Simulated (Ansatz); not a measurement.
GaAs:

```
As Ga
1.0
     0.00000    2.82685    2.82685
     2.82685    0.00000    2.82685
     2.82685    2.82685    0.00000
As Ga
1 1
Direct
  0.75000 0.75000 0.75000
  0.00000 0.00000 0.00000
```

Program: Ansatz 0.2.0. Alike in all runs: potentials or basis Ansatz PAW; no spin polarisation; cell as given; cutoff (eV) 420. Hardware: 2 threads of Arm Neoverse V1, with other jobs on the host.

Q: Order these runs on this cell by their wall time, lowest first.
A. task Born charges and dielectric tensor; level PBEsol; k mesh 8 × 8 × 8; smearing fixed; mesh quality not flagged
B. task band structure; level HSE06; k mesh 4 × 4 × 4; smearing fermi-dirac 0.05 eV; points for each segment of the path 4; mesh quality coarse
C. task single point; level LDA; k mesh 8 × 8 × 8; smearing gaussian 0.05 eV; mesh quality not flagged

A: C (1.3 s), A (35 s), B (100 s).

Caveats: some runs use coarse meshes.
